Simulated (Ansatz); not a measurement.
# Te2Mo: experiment and calculation

**Measured values to compare with.**

“MBE growth of 2H-MoTe2 and 1T'-MoTe2 on 3D substrates”, 2017, arxiv:1705.00651 quotes, for a bulk crystal of Te2Mo: lattice constant a 3.52085 Å; lattice constant c 13.9664 Å.

“Surface transport and band gap structure of exfoliated 2H-MoTe2 crystals”, 2014, arxiv:1407.1219 reports, for a bulk crystal of Te2Mo at 77 K: band gap 0.96 ± 0.02 eV (indirect).

The results are compared with them further down.

Computed with Ansatz, DFT PBE+D3(BJ), scalar-relativistic, plane waves, PAW.

Settings: cutoff 420 eV, Γ-centred mesh 12×12×2 on the computed 6-atom cell, Gaussian smearing of 0.02 eV; no spin polarisation.

Relaxed structure, symmetry kept:

```
Te Mo
1.0
     3.49640    0.00000    0.00000
    -1.74820    3.02797    0.00000
     0.00000    0.00000   13.70084
Te Mo
4 2
Direct
  0.33333 0.66667 0.61734
  0.66667 0.33333 0.11734
  0.33333 0.66667 0.88266
  0.66667 0.33333 0.38266
  0.33333 0.66667 0.25000
  0.66667 0.33333 0.75000
```

```json
{"Space group": "P6_3/mmc (No. 194)", "Volume per atom": "24.18 Å³", "Kohn–Sham band gap": "0.59 eV, indirect from Γ to (0.198, 0.195, 0.000)", "Löwdin character of the top 1 eV of the valence band": "Mo 4d 55 %, Te 5p 41 %", "Löwdin character of the lowest 1 eV of the conduction band": "Mo 4d 69 %, Te 5p 24 %", "Electron masses at the edge by Cartesian direction of the standard setting (m_e; degenerate bands sorted by energy; no spin-orbit coupling)": "x: 0.55; y: 0.41; z: 0.41", "Hole masses at the edge by Cartesian direction of the standard setting (m_e; degenerate bands sorted by energy; no spin-orbit coupling)": "x: 1.1; y: 1.1; z: 5.2", "Electronic dielectric constant xx, yy, zz of the standard setting (independent particles)": "21.6, 21.6, 16.1", "Bader charges (e)": "Te (4 in the cell) -0.29, Mo (2 in the cell) 0.58"}
```

Spin-orbit coupling is left out, which matters for the bands of heavy elements.

Measured lattice constant a of Te2Mo: 3.52085 Å (quoted in the paper above). This calculation gives 3.496 Å (-0.7 %). A measured lattice constant c of Te2Mo is 13.9664 Å (quoted in the paper above); the calculated 13.701 Å misses it by -1.9 %. The calculation is for 0 K without zero-point motion. A measured band gap of Te2Mo is 0.96 eV (indirect; 77 K; the paper above); the calculated 0.59 eV misses it by -0.37 eV. 2 values of this kind are on record (0.88 to 0.96 eV); this one was drawn at random among those near their median, those with a stated uncertainty first. Kohn–Sham gaps of semilocal functionals fall short of measured ones as a rule; spin-orbit coupling, left out here, would usually lower the calculated gap of a compound with heavy elements.